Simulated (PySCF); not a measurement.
Atoms are numbered as in `[CH2:1]=[C:2]1[CH2:3][CH2:4]1`; H(Xn) means a hydrogen on atom n.

In vacuum, non-relativistic, equivalent nuclei averaged, one computed conformer. GFN2-xTB structure; NMR shieldings at PBE0/pcSseg-1/GIAO; J couplings at B3LYP/pcJ-1 (without the spin–dipole term); PySCF 2.14.0 with density-fitted response routines.

List the cross peaks expected in HSQC, COSY and HMBC spectra.

Results:



HSQC (one-bond C–H):
```csv
δH,δC,"¹J(C,H) (Hz)"
5.88 (H(C1)),110.3 (C1),167
1.07 (H(C3)/H(C4)),5.3 (C3/C4),167
```

COSY cross peaks (|J| ≥ 2 Hz):
```csv
δH,δH,abs. J (Hz),bonds
5.88 (H(C1)),1.07 (H(C3)/H(C4)),3.1,4
```

HMBC (two and three bonds, |J| ≥ 2.5 Hz):
```csv
δH,δC [abs. J in Hz]
5.88 (H(C1)),5.3 (C3/C4) [10.0]
1.07 (H(C3)/H(C4)),"138.7 (C2) [4.7], 110.3 (C1) [2.8]"
```

References, each an isolated molecule treated in the same way: ¹H (σref 31.72) and ¹³C (σref 186.93) against TMS.

Shifts are as computed. Against solution values, carbons near 30 ppm lie about +3 ppm off and those near 130 ppm about +5 ppm. Of 1211 compounds with measured shifts, 218 miss one by over three times the rms of a fit or turn the order of signals round; such compounds aren't used in these exercises.
